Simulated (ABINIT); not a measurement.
Planning a run of ABINIT 10.8.3 on BAs (F-43m). The input:

```
acell 3*1.0 Angstrom
rprim 
  -0.000000000000 2.388500000000 2.388500000000
  2.388500000000 -0.000000000000 2.388500000000
  2.388500000000 2.388500000000 -0.000000000000
ntypat 2
znucl 5 33
natom 2
typat 1 2
xred 
  0.000000000000 0.000000000000 0.000000000000
  0.250000000000 0.250000000000 0.250000000000
pp_dirpath "pseudos"
pseudos "B.upf, As.upf"
ecut 38
ngkpt 8 8 8
nshiftk 1
shiftk 0 0 0
kptopt 1
chksymbreak 0
irdden 1
istwfk *1
nband 78
prtvol 0
optdriver 6
gwr_task "HDIAGO"
paral_kgb 0
occopt 1
indata_prefix "in"
outdata_prefix "out"
tmpdata_prefix "tmp"
```

```sh
OMP_NUM_THREADS=1 mpirun -n 4 abinit run.abi > log
```

Question: How long will it take on 4 MPI ranks of Arm Neoverse V1, shared host, and how much memory?

It took 63 s; on shared hardware allow 31 s to 2.1 min. Peak host memory was 1.1 GiB.

[Long decimals in the printed logs are rounded to 6 places.]

[Logs are printed without paths, hosts, clocks, repeated set-up lines and the standing remarks that a program may print on its own settings, such as how far it seeks lower states.]

[Paths, hosts, dates, memory and timing lines, banners, echoed tables and standing remarks are left out of the program output; an Ansatz launch command may be rebuilt from the run's recorded settings. Measured values are a selection of at most five: reports struck by readers or far from the other reports are left out. None is set beside runs whose start may be inverted or whose files or cutoffs have a known fault.]

[Runs of the session that timed out or met a known fault of the program may be left out.]

[Hosts, paths, dates, database ids (printed as entryN), source tags and the programs' standing remarks are cut or masked in the printed files.]

[G0W0 gaps are taken among the corrected bands and points alone; a level outside them can change the order at an edge.]

[Where Ansatz stands beside ABINIT at settings called matched, ABINIT's density can come from a denser mesh and the files from another edition; pairs whose starting gaps differed by over 0.03 eV were left out, so agreement reads better than it is.]
